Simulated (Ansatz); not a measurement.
Wanted: the native input for an Ansatz 0.2.0 run.

```yaml
Task: band structure
Functional: LDA
Potentials_or_basis: all-electron LAPW, scalar-relativistic
Cutoff: 386 eV (chosen from the basis error)
Basis_error_allowed: 0.002 eV/atom
k_mesh: 7 × 7 × 7
Occupations: fermi-dirac, width 0.05 eV
Spin: no spin polarisation
```

BaTiO3 (Barioperovskite):

```xyz
5
Lattice="3.9855 0.0000 0.0000 0.0000 2.8369 2.8451 0.0000 -2.8369 2.8451" Properties=species:S:1:pos:R:3 pbc="T T T"
Ba    0.0000    0.0000    0.0000
Ti    1.9928    0.0000    2.9157
O     1.9928    1.3804    4.2594
O     1.9928   -1.3804    4.2594
O     0.0000    0.0000    2.7735
```

One way to write it, as run:

input.yaml

```yaml
crystal:
  lattice:
    - [3.9855, 0.0, 0.0]
    - [0.0, 2.8369, 2.84515]
    - [0.0, -2.8369, 2.84515]
  atoms:
    - { symbol: Ba, position: [0.0, 0.0, 0.0] }
    - { symbol: Ti, position: [0.5, 0.5124, 0.5124] }
    - { symbol: O, position: [0.5, 0.99184, 0.50524] }
    - { symbol: O, position: [0.5, 0.50524, 0.99184] }
    - { symbol: O, position: [0.0, 0.4874, 0.4874] }
kpoints:
  mp_grid: { grid: [7, 7, 7] }
  band_path:
    path:
      - [0.0, 0.0, 0.0]
      - [0.0, 0.4985522663, -0.4985522663]
      - [0.0, 0.0, -0.5]
      - [-0.5, 0.0, -0.5]
      - [-0.5, 0.4985522663, -0.4985522663]
      - [-0.5, 0.0, 0.0]
      - [0.0, 0.0, 0.0]
      - [0.0, -0.5, -0.5]
    npoints: 10
scf:
  occupations: { method: fermi_dirac, width: 0.05 }
hamiltonian:
  xc: lda
  pseudopotentials: { kind: all_electron, lapw: { basis_error: 0.002 } }
output:
  forces: true
  stress: true
  eigenvalues: true
```

Potentials or basis: all-electron LAPW, scalar-relativistic.

The run is started by

```sh
$ ansatz run input.yaml --threads 4 --pin off --max-ram 12288MiB --backend cpu --events-out ev --progress --plain --runs-dir out
```

Results of the run:

The pressure is -8.6 GPa and the largest force is 0.319 eV/Å. The band gap on the k mesh is 1.90 eV, indirect (least direct gap 1.99 eV). The band gap along the path is 1.82 eV, indirect (least direct gap 1.99 eV).

Caveat: spin-orbit coupling is left out, which moves the levels of the heavy elements.

It took 41 s on 4 threads of Intel(R) Xeon(R) Platinum 8375C CPU @ 2.90GHz (Ice Lake), on a shared host, peak memory 0.76 GiB.
